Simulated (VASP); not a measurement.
Write the native input for VASP 6.6.1 that does the following.

```
Task                   : single point
Functional             : PBEsol
Potentials or basis    : VASP PAW PBE potentials, release 64 (Si)
Cutoff                 : 520 eV
k mesh                 : 2 × 2 × 2
Occupations            : fermi-dirac, width 0.36 eV
Spin                   : no spin polarisation
Dipole correction      : no
Further INCAR settings : LREAL = Auto; ALGO = Fast; EDIFF = 1e-07; NBANDS = 46
```

The structure of Si lies in POSCAR:

```
Si
1.0
    0.0000000000      5.6889540000      5.6889540000
    5.6889540000      0.0000000000      5.6889540000
    5.6889540000      5.6889540000      0.0000000000
Si
16
Direct
   -0.1358685621      0.4752103814     -0.1068825658
    0.1203033106      0.1005457242      0.2082280855
    0.1053269195     -0.2913716652      0.3815815702
    0.1934802074     -0.2851842360      0.9016596021
    0.1668320749      0.4070871376      0.2297961980
   -0.0914930935      0.8758376320      0.1801561412
    0.1979889449      0.4747181995      0.6254664742
   -0.1317729059      0.8662137187      0.7233579319
    0.5394313260     -0.0187732226     -0.0761475660
    0.4854231551      0.1243550220      0.1196441384
    0.6183298371      0.0479437872      0.3565418177
    0.7572130131      0.1993424450      0.3800083460
    0.6476849699      0.4990987798     -0.2574550612
    0.4661401727      0.5360299978      0.1723251761
    0.4180997069      0.4115431413      0.7276996791
    0.6203073535      0.6074930471      0.4339286273
```

The cell was built by a generator and needn't be a form met in nature.

The input as run:

INCAR

```
PREC = Accurate
ENCUT = 520
EDIFF = 1E-7
ISMEAR = -1
SIGMA = 0.36
LREAL = Auto
LASPH = True
NELM = 100
ALGO = Fast
ISIF = 2
LWAVE = False
LCHARG = False
GGA = PS
NBANDS = 46
```

KPOINTS

```
Automatic mesh
0
Gamma
  2 2 2
```

Potentials or basis: VASP PAW PBE potentials, release 64 (Si).

Launch:

```bash
$ cat potpaw_PBE.64/Si/POTCAR > POTCAR
$ mpirun -np 1 vasp_std > vasp.out
```

Results of the run:

```
Pressure               : -2.0 GPa
Largest force          : 4.156 eV/Å
Band gap on the k mesh : none (metal or under the smearing width)
```

Caveat: the k mesh is coarse (spacing up to 0.48 Å⁻¹), so the values aren't converged; the PAW data sets were made with another functional, which shifts forces and pressure a little.

It took 2.8 min on 1 thread of Intel(R) Xeon(R) 6975P-C (Granite Rapids), with other jobs on the host, peak memory 0.48 GiB.
